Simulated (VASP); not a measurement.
Set up this calculation in VASP 6.6.1, as the native input.

```yaml
Task: relaxation of the atoms
Functional: r2SCAN
Potentials_or_basis: VASP PAW PBE potentials, release 64 (Si)
Cutoff: 600 eV
k_mesh: 10 × 10 × 10
Occupations: gaussian, width 0.03 eV
Spin: no spin polarisation
Further_INCAR_settings: ALGO = Normal; EDIFF = 1e-07; IBRION = 2; EDIFFG = -0.01; NSW = 40
```

The structure of Si lies in POSCAR:

```
Si                                      
1.0
    0.0000000000      2.6642758949      2.6642758949
    2.6642758949      0.0000000000      2.6642758949
    2.6642758949      2.6642758949      0.0000000000
  Si            
     2
Direct
     0.7500000000000000    0.7500000000000000    0.7500000000000000
     0.5000000000000000    0.5000000000000000    0.5000000000000000
```

The cell isn't the ideal one: a relaxed cell with its volume scaled by 0.94.

These files were run (other wordings do the same):

INCAR

```
PREC = Accurate
ENCUT = 600
EDIFF = 1E-7
ISMEAR = 0
SIGMA = 0.03
LREAL = F
LASPH = T
NELM = 80
ALGO = Normal
ISIF = 2
LWAVE = F
LCHARG = F
METAGGA = R2SCAN
LMIXTAU = T
IBRION = 2
NSW = 40
EDIFFG = -0.01
```

KPOINTS

```
regular mesh
0
Gamma
  10 10 10
```

Potentials or basis: VASP PAW PBE potentials, release 64 (Si).

Launch:

```sh
$ cat potpaw_PBE.64/Si/POTCAR > POTCAR
$ mpirun -np 1 vasp_std > vasp.out
```

Results of the run:

* Pressure after relaxing: 6.9 GPa
* Band gap on the k mesh: 0.68 eV, indirect (least direct gap 2.78 eV)

Caveat: the relaxation stopped at its first step, so nothing moved; the PAW data sets were made with another functional, which shifts forces and pressure a little.

Run time: 61 s on 1 thread of Intel(R) Xeon(R) Platinum 8488C (Sapphire Rapids), on a shared host, peak memory 0.16 GiB.
